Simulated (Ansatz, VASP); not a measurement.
# Two plane-wave programs on Al

INCAR

```
SYSTEM = Al
PREC     = Accurate       ! precision mode
ENCUT    = 520            ! plane-wave cutoff, eV
EDIFF    = 1E-6           ! SCF threshold, eV
ISMEAR   = 0              ! smearing method
SIGMA    = 0.1            ! smearing width, eV
LREAL    = .FALSE.        ! projectors in reciprocal space
LASPH    = .TRUE.         ! aspherical terms in the spheres
NELM     = 100            ! most SCF steps
ALGO     = Normal         ! electronic algorithm
ISIF     = 2              ! what is computed and relaxed
LWAVE    = .FALSE.        ! write WAVECAR
LCHARG   = .FALSE.        ! write CHGCAR
GGA      = PE             ! functional
NBANDS   = 12             ! bands
```

KPOINTS

```
Automatic mesh
0
G
  6 6 6
  0 0 0
```

File POSCAR:

```
Al
1.0
    1.6015161048      0.9246357542      7.1994734768
   -1.6015161048      0.9246357542      7.1994734768
    0.0000000000     -1.8492715084      7.1994734768
Al
3
Direct
    0.0000000000      0.0000000000      0.0000000000
    0.7829863505      0.7829863505      0.7829863505
    0.2170136495      0.2170136495      0.2170136495
```

Input for Ansatz:

```yaml
crystal:
  lattice:
    - [1.6015161048, 0.9246357542, 7.1994734768]
    - [-1.6015161048, 0.9246357542, 7.1994734768]
    - [0.0, -1.8492715084, 7.1994734768]
  atoms:
    - { symbol: Al, position: [0.0, 0.0, 0.0] }
    - { symbol: Al, position: [0.7829863505, 0.7829863505, 0.7829863505] }
    - { symbol: Al, position: [0.2170136495, 0.2170136495, 0.2170136495] }
basis:
  ecutwfc: 420
kpoints:
  mp_grid: { grid: [6, 6, 6] }
hamiltonian:
  xc: pbe
scf:
  occupations: { method: gaussian, width: 0.1 }
output:
  forces: true
  stress: true
  eigenvalues: true
```

Alike in both runs: task single point; functional PBE; k mesh 6 × 6 × 6; occupations gaussian, width 0.1 eV; no spin polarisation.

|  | VASP | Ansatz |
| --- | --- | --- |
| version | VASP 6.6.1 | Ansatz 0.2.0 |
| potentials or method | VASP PAW PBE potentials, release 64 (Al) | scalar-relativistic, plane waves, PAW |
| plane-wave cutoff (eV) | 520 | 420 |
| valence electrons in the cell | 9 | 9 |

|  | VASP | Ansatz | Ansatz less VASP |
| --- | --- | --- | --- |
| gap on the k mesh at the Fermi level (eV) | none | none | - |
| pressure (GPa) | -9.5 | -9.5 | +0.01 |
| largest component of the traceless stress (GPa) | 6.48 | 6.48 | +0.004 |
| rms of the force components (eV/Å) | 0.350 | 0.350 | +0.0002 |

Atom by atom the forces differ by 0.000 eV/Å (rms over components). A gap of «none» marks a metal or a gap that the smearing closes.

Caveats: the k mesh is coarse (spacing up to 0.38 Å⁻¹), so the values aren't converged.
